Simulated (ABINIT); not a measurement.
Planning a run of ABINIT 10.8.3 on GaN (P6_3mc). The input:

```
acell 3*1.0 Angstrom
rprim 
  3.179999999980 0.000000000005 0.000000000000
  -1.589999999994 2.753960784015 0.000000000000
  0.000000000000 0.000000000000 5.166000000000
ntypat 2
znucl 31 7
natom 4
typat 1 1 2 2
xred 
  0.333333333333 0.666666666667 0.000000000000
  0.666666666667 0.333333333333 0.500000000000
  0.333333333333 0.666666666667 0.375000000000
  0.666666666667 0.333333333333 0.875000000000
pp_dirpath "pseudos"
pseudos "Ga.upf, N.upf"
ecut 36
ngkpt 6 6 4
nshiftk 1
shiftk 0 0 0
kptopt 1
chksymbreak 0
istwfk *1
occopt 1
irdwfk 1
optdriver 3
nband 40
ecuteps 5.6
inclvkb 2
awtr 1
symchi 1
gwcomp 1
gwencomp 2
indata_prefix "in"
outdata_prefix "out"
tmpdata_prefix "tmp"
```

The database entry behind the starting cell differs from later determinations by our own check (about 0.3 % short, ideal inner coordinate), so it need not match the best structure at ambient conditions.

```sh
OMP_NUM_THREADS=1 mpirun -n 4 abinit run.abi > log
```

**Question.** How long will it take on 4 MPI ranks of Arm Neoverse V1, shared host, and how much memory?

It took 2.2 min; on shared hardware allow 67 s to 4.5 min. Peak host memory was 0.91 GiB.

[Paths, hosts, dates, memory and timing lines, banners, echoed tables and standing remarks are left out of the program output.]

[Logs are printed without paths, hosts, clocks, repeated set-up lines and the standing remarks that a program may print on its own settings, such as how far it seeks lower states.]

[Runs of the session that timed out or met a known fault of the program may be left out.]

[Hosts, paths, dates, database ids (printed as entryN), source tags and the programs' standing remarks are cut or masked in the printed files.]

[G0W0 gaps are taken among the corrected bands and points alone; a level outside them can change the order at an edge.]

[Where Ansatz stands beside ABINIT at settings called matched, ABINIT's density can come from a denser mesh and the files from another edition; pairs whose starting gaps differed by over 0.03 eV were left out, so agreement reads better than it is.]
